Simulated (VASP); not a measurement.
Set up this calculation in VASP 6.6.1, as the native input.

* Task: band structure
* Functional: LDA
* Potentials or basis: VASP PAW LDA potentials, release 64 (W_sv)
* Cutoff: 520 eV
* k mesh: 12 × 12 × 12
* Occupations: fermi-dirac, width 0.05 eV
* Spin: no spin polarisation
* Further INCAR settings: ALGO = Normal; EDIFF = 1e-06; NBANDS = 13

The structure of W lies in POSCAR:

```
W
1.0
   -1.5823450000      1.5823450000      1.5823450000
    1.5823450000     -1.5823450000      1.5823450000
    1.5823450000      1.5823450000     -1.5823450000
W
1
Direct
    0.0000000000      0.0000000000      0.0000000000
```

The input as run:

INCAR

```
ALGO = Normal
EDIFF = 1E-6
ENCUT = 520
GGA = CA
ISIF = 2
ISMEAR = -1
LASPH = T
LCHARG = F
LMAXMIX = 4
LREAL = F
LWAVE = F
NBANDS = 13
NELM = 80
PREC = Accurate
SIGMA = 0.05
```

KPOINTS

```
k-points
0
Gamma
  12 12 12
```

KPOINTS_OPT

```
path GHNGPH,PN
15
line-mode
reciprocal
 0.0000000000  0.0000000000  0.0000000000  G
 0.5000000000 -0.5000000000  0.5000000000  H

 0.5000000000 -0.5000000000  0.5000000000  H
 0.0000000000  0.0000000000  0.5000000000  N

 0.0000000000  0.0000000000  0.5000000000  N
 0.0000000000  0.0000000000  0.0000000000  G

 0.0000000000  0.0000000000  0.0000000000  G
 0.2500000000  0.2500000000  0.2500000000  P

 0.2500000000  0.2500000000  0.2500000000  P
 0.5000000000 -0.5000000000  0.5000000000  H

 0.2500000000  0.2500000000  0.2500000000  P
 0.0000000000  0.0000000000  0.5000000000  N
```

Potentials or basis: VASP PAW LDA potentials, release 64 (W_sv).

Launch:

```sh
$ cat potpaw_LDA.64/W_sv/POTCAR > POTCAR
$ mpirun -np 1 vasp_std > vasp.out
```

It gave:

The pressure is -7.3 GPa and the band gap along the path is none (metal or under the smearing width).

Caveat: spin-orbit coupling is left out, which moves the levels of the heavy elements.

Run time: 6.5 s on 1 thread of Intel(R) Xeon(R) 6975P-C (Granite Rapids), with other jobs on the host, peak memory 0.14 GiB.
